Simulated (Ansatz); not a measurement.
CuAu (R-3m); total moment held at 1.2 μB.

```
Cu Au
1.0
     1.44306    0.83315    4.25617
    -1.44306    0.83315    4.25617
     0.00000   -1.66630    4.25617
Cu Au
1 1
Direct
  0.50000 0.50000 0.50000
  0.00000 0.00000 0.00000
```

The source of the geometry is a structure from the Materials Project; atoms and cell stay fixed.

Functional, mesh and filling: PBE, 16×16×16 k mesh, Fermi–Dirac smearing of 0.1 eV. PAW means Ansatz 0.2.0 on its default frozen-core files. Site moments are integrated in spheres about the atoms. Start moments (μB): Cu1 1.2.

Iteration by iteration:

```csv
iteration,Harris–Foulkes energy less the last (meV),density residual (eV),M (μB),∫|m| (μB)
1,-1234.260,8.6e+00,1.2000,1.2000
2,-420.649,1.9e+00,1.2000,1.2000
3,-133.397,8.7e-01,1.2000,1.2000
4,-9.734,1.5e-01,1.2000,1.2000
5,-10.706,1.1e-01,1.2000,1.2000
6,-0.449,5.0e-03,1.2000,1.2000
7,-0.011,1.4e-04,1.2000,1.2000
8,0.000,1.9e-05,1.2000,1.2000
9,0.000,1.1e-05,1.2000,1.2000
10,0.000,6.0e-07,1.2000,1.2000
11,0.000,6.5e-09,1.2000,1.2000
```

Site moments (μB): Cu1 0.47, Au2 0.40. Cell moment 1.20 μB.

The Ansatz runs typed with the search for lower states off end where their start leads. Spin–orbit coupling is left out although heavy atoms are present. None of this fixes the real material's magnetic order: only patterns that fit the cell were computed, at zero temperature, with a functional that can overstate moments.
